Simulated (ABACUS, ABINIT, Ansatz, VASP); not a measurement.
**One calculation of Ge, 4 ways**

```
Ge
1.0
     2.71047    0.00000    0.00000
     0.00000    2.71047    0.00000
     0.00000    0.00000    2.71047
Ge
1
Direct
  0.00000 0.00000 0.00000
```

This isn't the form of Ge at room conditions, which is diamond.

Alike in all runs: task single point; functional PBE; k mesh 10 × 10 × 10; occupations fermi-dirac, width 0.05 eV; no spin polarisation; no spin-orbit coupling. A missing gap at this level doesn't show that the real crystal is a metal. Pressure is positive in compression and, in plane waves, holds the error of the finite cutoff, which Ansatz's Pulay term estimates and takes out.

| program and potentials | plane-wave cutoff (eV) | notes | band gap (eV) | pressure (GPa) |
| --- | --- | --- | --- | --- |
| ABACUS, PseudoDojo NC SR 0.4.1 PBE standard, plane waves | 1075 | - | no gap | -0.41 |
| VASP, PBE PAW files Ge_d, 520 eV | 520 | - | no gap | -0.57 |
| Ansatz, Ansatz PAW (earlier soft set) | 420 | - | ? | ? |
| ABINIT, JTH PAW PBE v2.0 | 599 | - | no gap | -0.92 |

Question: Estimate from the other rows what the run with Ansatz, Ansatz PAW (earlier soft set) gave.

Answer: No band gap; pressure -0.47 GPa. Its pressure holds a Pulay term of +0.03 GPa. The other rows, which needn't bracket it: pressure -0.92 to -0.41.
